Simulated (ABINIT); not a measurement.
# Pd (Im-3m) in ABINIT: a series of runs

Aim: see how the results for Pd move with the level of theory and the settings. Levels: LDA, PBEsol. Tasks: band structure.

Everything below comes from runs of ABINIT 10.8.3 (patched build). Logs are shortened: lines on timing, memory, paths and dates and some standing lists are left out, and cuts for length are marked. The log counts tension as positive stress, the text compression.

## (1) The crystal as given

It takes space group Im-3m (No. 229, cubic). Conventional cell: a = 3.145 Å, b = 3.145 Å, c = 3.145 Å, α = 90.00°, β = 90.00°, γ = 90.00°. Around Pd (site symmetry m-3m) lie 8 Pd at 2.72 Å.

This isn't the form of Pd at room conditions, which is fcc.

## (2) Band structure, LDA

Input file run.abi:

```
# Datasets: ground state, then fixed potential
ndtset 2

# Pseudopotentials
pp_dirpath "./"
pseudos "Pd.GGA_PBE-JTH.xml"

# Structure
acell 2.7232705758 2.7232705758 2.7232705758 Angstrom
rprim
    -0.5773502692     0.5773502692     0.5773502692
     0.5773502692    -0.5773502692     0.5773502692
     0.5773502692     0.5773502692    -0.5773502692
ntypat 1
znucl 46
natom 1
typat 1
xred
     0.0000000000     0.0000000000     0.0000000000

# Plane-wave basis
ecut 26.0
pawecutdg 48.0

# Exchange and correlation
ixc 7

# Bands and occupations
occopt 3
tsmear 0.05 eV

# SCF cycle
nstep 100

# Output
iomode 3
prtwf 0
prteig 0
prtebands 0
enunit 1
prtden1 1

# Dataset 1
kptopt1 1
ngkpt1 12 12 12
nshiftk1 1
shiftk1 0.0 0.0 0.0
nband1 13
tolvrs1 1.0e-9

# Dataset 2: bands along G-H-N-G-P-H
iscf2 -2
getden2 1
nband2 19
nbdbuf2 4
tolwfr2 1.0e-11
kptopt2 -5
ndivsm2 6
prteig2 1
kptbounds2
     0.0000000000     0.0000000000     0.0000000000
     0.5000000000    -0.5000000000     0.5000000000
     0.0000000000     0.0000000000     0.5000000000
     0.0000000000     0.0000000000     0.0000000000
     0.2500000000     0.2500000000     0.2500000000
     0.5000000000    -0.5000000000     0.5000000000
```

Potentials or basis: JTH PAW PBE v2.0.

The run is started by

```
> abinit run.abi > log 2>&1
```

run.abo:

```text
.Version 10.8.3 of ABINIT
 DATASET    1 : space group Im -3 m (#229); Bravais cI (body-center cubic)
================================================================================
 Values of the parameters that define the memory need for DATASET  1.
     intxc =       0    ionmov =       0      iscf =      17    lmnmax =      18
     lnmax =       6     mgfft =      24  mpssoang =       3    mqgrid =    3001
     natom =       1  nloc_mem =       2    nspden =       1   nspinor =       1
    nsppol =       1      nsym =      48    n1xccc =       1    ntypat =       1
    occopt =       3   xclevel =       1
       mpw =         676          nfft =       13824          nkpt =          72
 PAW method is used; the additional fine FFT grid is defined by:
   mgfftf=        36    nfftf =     46656
================================================================================
================================================================================

 DATASET    2 : space group Im -3 m (#229); Bravais cI (body-center cubic)
================================================================================
 Values of the parameters that define the memory need for DATASET  2.
     intxc =       0    ionmov =       0      iscf =      -2    lmnmax =      18
     lnmax =       6     mgfft =      24  mpssoang =       3    mqgrid =    3001
     natom =       1  nloc_mem =       2    nspden =       1   nspinor =       1
    nsppol =       1      nsym =      48    n1xccc =       1    ntypat =       1
    occopt =       3   xclevel =       1
       mpw =         682          nfft =       13824          nkpt =          35
 PAW method is used; the additional fine FFT grid is defined by:
   mgfftf=        36    nfftf =     46656
================================================================================
================================================================================

--------------------------------------------------------------------------------
------------- Echo of variables that govern the present computation ------------
--------------------------------------------------------------------------------
 -outvars: echo values of preprocessed input variables --------
            acell      5.1462355550E+00  5.1462355550E+00  5.1462355550E+00 Bohr
              amu      1.06420000E+02
             ecut      2.60000000E+01 Hartree
           enunit           1
           getden1          0
           getden2          1
             iscf1         17
             iscf2         -2
                       outvar_i_n : Printing only first  50 k-points.
              ixc           7
           jdtset        1    2
                       outvar_i_n : Printing only first  50 k-points.
           kptopt1          1
           kptopt2         -5
         kptrlatt       12    0    0      0   12    0      0    0   12
          kptrlen1     6.17548267E+01
          kptrlen2     3.00000000E+01
            natom           1
            nband1         13
            nband2         19
           nbdbuf1          0
           nbdbuf2          4
           ndtset           2
           ndivsm1          0
           ndivsm2          6
            ngfft          24      24      24
          ngfftdg          36      36      36
             nkpt1         72
             nkpt2         35
            nstep         100
             nsym          48
           ntypat           1
                       prtocc : prtvol=0, do not print more k-points.
           occopt           3
        pawecutdg      4.80000000E+01 Hartree
        prtebands           0
           prteig1          0
           prteig2          1
            prtwf           0
            rprim     -5.7735026920E-01  5.7735026920E-01  5.7735026920E-01
                       5.7735026920E-01 -5.7735026920E-01  5.7735026920E-01
                       5.7735026920E-01  5.7735026920E-01 -5.7735026920E-01
           shiftk1     0.00000000E+00  0.00000000E+00  0.00000000E+00
           shiftk2     5.00000000E-01  5.00000000E-01  5.00000000E-01
          spgroup         229
           tolvrs1     1.00000000E-09
           tolvrs2     0.00000000E+00
           tolwfr1     0.00000000E+00
           tolwfr2     1.00000000E-11
           tsmear      1.83746611E-03 Hartree
            typat      1
           useylm           1
[... 238 lines left out ...]
 getcut: wavevector=  0.0000  0.0000  0.0000  ngfft=  24  24  24
         ecut(hartree)=     26.000   => boxcut(ratio)=   2.03175

 Fine grid specifications (used for densities):

 getcut: wavevector=  0.0000  0.0000  0.0000  ngfft=  36  36  36
         ecut(hartree)=     48.000   => boxcut(ratio)=   2.24299

 getcut : COMMENT -
  Note that boxcut > 2.2 ; recall that boxcut=Gcut(box)/Gcut(sphere) = 2
  is sufficient for exact treatment of convolution.
  Such a large boxcut is a waste : you could raise ecut
  e.g. ecut=   60.371983 Hartrees makes boxcut=2

--------------------------------------------------------------------------------

================================================================================
 Non-SCF case, kpt    1 (  0.00000  0.00000  0.00000), residuals and eigenvalues=
  5.74E-12  4.90E-12  5.62E-12  4.37E-12  2.68E-12  3.70E-12  2.84E-12  7.50E-12
  3.91E-12  6.80E-12  4.10E-12  6.98E-12  5.24E-12  8.10E-12  8.41E-12  3.19E-12
  6.82E-12  6.76E-12  5.55E-12
 -2.6973E+00 -1.4324E+00 -1.4324E+00 -1.4324E+00  1.2963E-01  2.8160E-01
  2.8160E-01  2.8160E-01  3.5110E-01  3.5110E-01  1.0909E+00  1.0909E+00
  1.0909E+00  1.3818E+00  1.3818E+00  1.4246E+00  1.4246E+00  1.4246E+00
  1.5564E+00
 Non-SCF case, kpt    2 (  0.06250 -0.06250  0.06250), residuals and eigenvalues=
  6.78E-12  9.30E-12  6.26E-12  9.61E-12  4.26E-12  3.43E-12  8.28E-12  5.72E-12
  8.20E-12  4.35E-12  3.36E-12  4.92E-12  4.52E-12  6.00E-12  7.28E-12  1.23E-11
  7.18E-09  2.04E-07  3.71E-04
 -2.6972E+00 -1.4330E+00 -1.4328E+00 -1.4328E+00  1.4030E-01  2.8193E-01
[... 253 lines left out ...]
  8.79E-12  2.29E-12  8.68E-12  7.93E-12  7.52E-12  6.88E-12  2.97E-12  1.24E-11
  1.54E-09  4.65E-08  5.83E-07
 -2.6943E+00 -1.4420E+00 -1.4420E+00 -1.4411E+00  2.1047E-01  2.1047E-01
  3.6918E-01  3.8673E-01  3.8673E-01  7.0648E-01  7.0648E-01  7.0789E-01
  1.0222E+00  1.0222E+00  1.0231E+00  1.4307E+00  1.7003E+00  1.7901E+00
  1.7901E+00
 Non-SCF case, kpt   35 (  0.50000 -0.50000  0.50000), residuals and eigenvalues=
  9.13E-12  3.42E-12  3.92E-12  7.47E-12  5.42E-12  8.62E-12  4.35E-12  4.07E-12
  4.43E-12  1.75E-12  5.06E-12  6.78E-12  9.19E-12  7.37E-12  5.73E-12  8.26E-12
  1.35E-09  3.05E-08  8.04E-08
 -2.6942E+00 -1.4420E+00 -1.4420E+00 -1.4420E+00  2.0494E-01  2.0494E-01
  3.9014E-01  3.9014E-01  3.9014E-01  7.1130E-01  7.1130E-01  7.1130E-01
  9.8332E-01  1.0099E+00  1.0099E+00  1.4289E+00  1.7970E+00  1.7970E+00
  1.7970E+00

--- !ResultsGS
iteration_state: {dtset: 2, }
comment   : Summary of ground state results
lattice_vectors:
- [ -2.9711805,   2.9711805,   2.9711805, ]
- [  2.9711805,  -2.9711805,   2.9711805, ]
- [  2.9711805,   2.9711805,  -2.9711805, ]
lattice_lengths: [   5.14624,    5.14624,    5.14624, ]
lattice_angles: [109.471, 109.471, 109.471, ] # degrees, (23, 13, 12)
lattice_volume:   1.0491730E+02
convergence: {deltae:  0.000E+00, res2:  0.000E+00, residm:  9.997E-12, diffor:  0.000E+00, }
etotal    :  -1.29030596E+02
entropy   :   0.00000000E+00
fermie    :   3.82137862E-01
cartesian_stress_tensor: null
pressure_GPa: null
xred      :
- [  0.0000E+00,   0.0000E+00,   0.0000E+00, Pd]
cartesian_forces: null
force_length_stats: {min: null, max: null, mean: null, }
...

 Integrated electronic density in atomic spheres:
 ------------------------------------------------
 Atom  Sphere_radius  Integrated_density
    1        2.51165         16.85915480

================================================================================

 ----iterations are completed or convergence reached----

 Mean square residual over all n,k,spin=   62.119E-13; max=  99.965E-13
 reduced coordinates (array xred) for    1 atoms
       0.000000000000      0.000000000000      0.000000000000

 cartesian coordinates (angstrom) at end:
    1      0.00000000000000     0.00000000000000     0.00000000000000
 length scales=  5.146235555005  5.146235555005  5.146235555005 bohr
              =  2.723270575800  2.723270575800  2.723270575800 angstroms
 Eigenvalues (   eV  ) for nkpt=  35  k points:
 kpt#   1, nband= 19, wtk=  1.00000, kpt=  0.0000  0.0000  0.0000 (reduced coord)
 -73.39716  -38.97779  -38.97779  -38.97779    3.52732    7.66279    7.66279    7.66279
   9.55400    9.55400   29.68395   29.68395   29.68395   37.60021   37.60021   38.76420
  38.76420   38.76420   42.35169
 kpt#   2, nband= 19, wtk=  1.00000, kpt=  0.0625 -0.0625  0.0625 (reduced coord)
 -73.39359  -38.99512  -38.98725  -38.98725    3.81784    7.67165    7.67165    7.76141
   9.37699    9.62170   29.27614   29.98605   29.98605   34.46144   37.35992   37.35992
  38.69082   41.16734   42.20851
 kpt#   3, nband= 19, wtk=  1.00000, kpt=  0.1250 -0.1250  0.1250 (reduced coord)
 -73.38357  -39.04112  -39.01438  -39.01438    4.63053    7.72850    7.72850    8.04722
   8.88560    9.81588   28.52341   30.39037   30.39037   31.04369   35.52421   35.52421
  41.43303   41.69491   42.79751
 kpt#   4, nband= 19, wtk=  1.00000, kpt=  0.1875 -0.1875  0.1875 (reduced coord)
 -73.36904  -39.10090  -39.05552  -39.05552    5.73441    7.90425    7.90425    8.18385
   8.48945   10.18352   27.92006   28.40662   29.19355   29.19355   35.85707   35.85707
  41.03057   43.68008   45.17840
 kpt#   5, nband= 19, wtk=  1.00000, kpt=  0.2500 -0.2500  0.2500 (reduced coord)
[... 109 lines left out ...]
   9.99859   18.36507   18.36507   18.80348   30.38162   30.38162   32.34746   37.48270
  42.40307   47.14485   47.14485
 kpt#  33, nband= 19, wtk=  1.00000, kpt=  0.4286 -0.2857  0.4286 (reduced coord)
 -73.32311  -39.24036  -39.24036  -39.15147    6.14455    6.14455    8.77312   10.28509
  10.28509   18.85586   18.85586   19.04932   28.80010   28.80010   30.45549   38.47086
  43.11440   48.08440   48.08440
 kpt#  34, nband= 19, wtk=  1.00000, kpt=  0.4643 -0.3929  0.4643 (reduced coord)
 -73.31604  -39.23859  -39.23859  -39.21339    5.72731    5.72731   10.04602   10.52341
  10.52341   19.22433   19.22433   19.26257   27.81428   27.81428   27.83888   38.93255
  46.26694   48.70999   48.71000
 kpt#  35, nband= 19, wtk=  1.00000, kpt=  0.5000 -0.5000  0.5000 (reduced coord)
 -73.31336  -39.23756  -39.23756  -39.23756    5.57659    5.57659   10.61625   10.61625
  10.61625   19.35546   19.35546   19.35546   26.75758   27.48154   27.48154   38.88327
  48.89920   48.89920   48.89920

== END DATASET(S) ==============================================================
================================================================================

 -outvars: echo values of variables after computation  --------
            acell      5.1462355550E+00  5.1462355550E+00  5.1462355550E+00 Bohr
           etotal1    -1.2903059622E+02
            fcart1    -0.0000000000E+00 -0.0000000000E+00 -0.0000000000E+00
            rprim     -5.7735026920E-01  5.7735026920E-01  5.7735026920E-01
                       5.7735026920E-01 -5.7735026920E-01  5.7735026920E-01
                       5.7735026920E-01  5.7735026920E-01 -5.7735026920E-01
           strten1     5.2902549388E-04  5.2902549388E-04  5.2902549388E-04
                       0.0000000000E+00  0.0000000000E+00  0.0000000000E+00
 Calculation completed.
```

It took 35 s on 1 thread of Arm Neoverse V2, shared host; peak memory 0.12 GiB.

What came out:

* Free energy: -3511.1014 eV
* Pressure: -15.6 GPa
* Band gap on the k mesh: none (metal or under the smearing width)
* Valence electrons inside the program's atomic spheres: Pd 16.86 (radii [1.3291] Å)

Levels at the corners of the path, in eV from the Fermi level:
| point | band 7 | band 8 | band 9 | band 10 | band 11 | band 12 |
| --- | --- | --- | --- | --- | --- | --- |
| Γ | -2.74 | -2.74 | -0.84 | -0.84 | 19.29 | 19.29 |
| H | 0.22 | 0.22 | 0.22 | 8.96 | 8.96 | 8.96 |
| N | -0.93 | -0.63 | 0.58 | 1.47 | 7.39 | 14.99 |
| Γ | -2.74 | -2.74 | -0.84 | -0.84 | 19.29 | 19.29 |
| P | -3.31 | -0.58 | -0.58 | 8.24 | 9.19 | 9.19 |
| H | 0.22 | 0.22 | 0.22 | 8.96 | 8.96 | 8.96 |

Caveat: the PAW data sets were made with another functional, which shifts forces and pressure a little.

## (3) Band structure, PBEsol

Changes to run.abi since step 2:

```diff
@@ -23,5 +23,6 @@
 pawecutdg 48.0
+pawxcdev 0
 
 # Exchange and correlation
-ixc 7
+ixc -116133
```

Potentials or basis: JTH PAW PBE v2.0.

The run is started by

```
> abinit run.abi > log 2>&1
```

run.abo:

```text
.Version 10.8.3 of ABINIT
 DATASET    1 : space group Im -3 m (#229); Bravais cI (body-center cubic)
================================================================================
 Values of the parameters that define the memory need for DATASET  1.
     intxc =       0    ionmov =       0      iscf =      17    lmnmax =      18
     lnmax =       6     mgfft =      24  mpssoang =       3    mqgrid =    3001
     natom =       1  nloc_mem =       2    nspden =       1   nspinor =       1
    nsppol =       1      nsym =      48    n1xccc =       1    ntypat =       1
    occopt =       3   xclevel =       2
       mpw =         676          nfft =       13824          nkpt =          72
 PAW method is used; the additional fine FFT grid is defined by:
   mgfftf=        36    nfftf =     46656
================================================================================
================================================================================

 DATASET    2 : space group Im -3 m (#229); Bravais cI (body-center cubic)
================================================================================
 Values of the parameters that define the memory need for DATASET  2.
     intxc =       0    ionmov =       0      iscf =      -2    lmnmax =      18
     lnmax =       6     mgfft =      24  mpssoang =       3    mqgrid =    3001
     natom =       1  nloc_mem =       2    nspden =       1   nspinor =       1
    nsppol =       1      nsym =      48    n1xccc =       1    ntypat =       1
    occopt =       3   xclevel =       2
       mpw =         682          nfft =       13824          nkpt =          35
[... 635 lines left out ...]
   9.07095   10.00463   28.60680   30.49863   30.49863   31.24990   35.80437   35.80437
  41.53000   41.88560   43.01277
 kpt#   4, nband= 19, wtk=  1.00000, kpt=  0.1875 -0.1875  0.1875 (reduced coord)
 -73.25779  -38.95766  -38.91230  -38.91230    5.94386    8.10637    8.10637    8.36756
   8.69191   10.37838   28.00711   28.61391   29.38314   29.38314   36.05270   36.05270
  41.20410   43.89891   45.27426
 kpt#   5, nband= 19, wtk=  1.00000, kpt=  0.2500 -0.2500  0.2500 (reduced coord)
[... 109 lines left out ...]
  10.19647   18.56964   18.56964   19.07168   30.49239   30.49239   32.63217   37.69231
  42.55200   47.30930   47.30930
 kpt#  33, nband= 19, wtk=  1.00000, kpt=  0.4286 -0.2857  0.4286 (reduced coord)
 -73.21194  -39.09683  -39.09683  -39.00809    6.32502    6.32502    8.97406   10.48301
  10.48301   19.07167   19.07167   19.30629   28.90599   28.90599   30.79719   38.60905
  43.28125   48.26745   48.26745
 kpt#  34, nband= 19, wtk=  1.00000, kpt=  0.4643 -0.3929  0.4643 (reduced coord)
 -73.20488  -39.09506  -39.09506  -39.06989    5.90684    5.90684   10.24459   10.72090
  10.72090   19.45020   19.45020   19.50340   27.91435   27.91435   28.19756   39.04911
  46.44936   48.89556   48.89558
 kpt#  35, nband= 19, wtk=  1.00000, kpt=  0.5000 -0.5000  0.5000 (reduced coord)
 -73.20221  -39.09402  -39.09402  -39.09402    5.75586    5.75586   10.81353   10.81353
  10.81353   19.58550   19.58550   19.58550   27.12746   27.57895   27.57895   38.99569
  49.08085   49.08085   49.08085

== END DATASET(S) ==============================================================
================================================================================

 -outvars: echo values of variables after computation  --------
            acell      5.1462355550E+00  5.1462355550E+00  5.1462355550E+00 Bohr
           etotal1    -1.2879319285E+02
            fcart1    -0.0000000000E+00 -0.0000000000E+00 -0.0000000000E+00
            rprim     -5.7735026920E-01  5.7735026920E-01  5.7735026920E-01
                       5.7735026920E-01 -5.7735026920E-01  5.7735026920E-01
                       5.7735026920E-01  5.7735026920E-01 -5.7735026920E-01
           strten1     3.5327487555E-04  3.5327487555E-04  3.5327487555E-04
                       0.0000000000E+00  0.0000000000E+00  0.0000000000E+00
 Calculation completed.
```

Run time: 36 s. Hardware: 1 thread of Arm Neoverse V2, shared host; peak memory 0.12 GiB.

What came out:

| Quantity | Value |
| --- | --- |
| Free energy | -3504.6413 eV |
| Pressure | -10.4 GPa |
| Band gap on the k mesh | none (metal or under the smearing width) |
| Valence electrons inside the program's atomic spheres | Pd 16.85 (radii [1.3291] Å) |

Levels at the corners of the path, in eV from the Fermi level:
```tsv
point	band 5	band 6	band 7	band 8	band 9	band 10	band 11	band 12	band 13	band 14
Γ	-6.85	-2.73	-2.73	-2.73	-0.86	-0.86	19.16	19.16	19.16	27.10
H	-4.84	-4.84	0.22	0.22	0.22	8.99	8.99	8.99	16.53	16.98
N	-4.95	-3.85	-0.93	-0.64	0.57	1.46	7.45	14.93	17.26	23.45
Γ	-6.85	-2.73	-2.73	-2.73	-0.86	-0.86	19.16	19.16	19.16	27.10
P	-3.31	-3.31	-3.31	-0.59	-0.59	8.37	9.18	9.18	9.18	30.24
H	-4.84	-4.84	0.22	0.22	0.22	8.99	8.99	8.99	16.53	16.98
```

Caveat: the PAW data sets were made with another functional, which shifts forces and pressure a little.
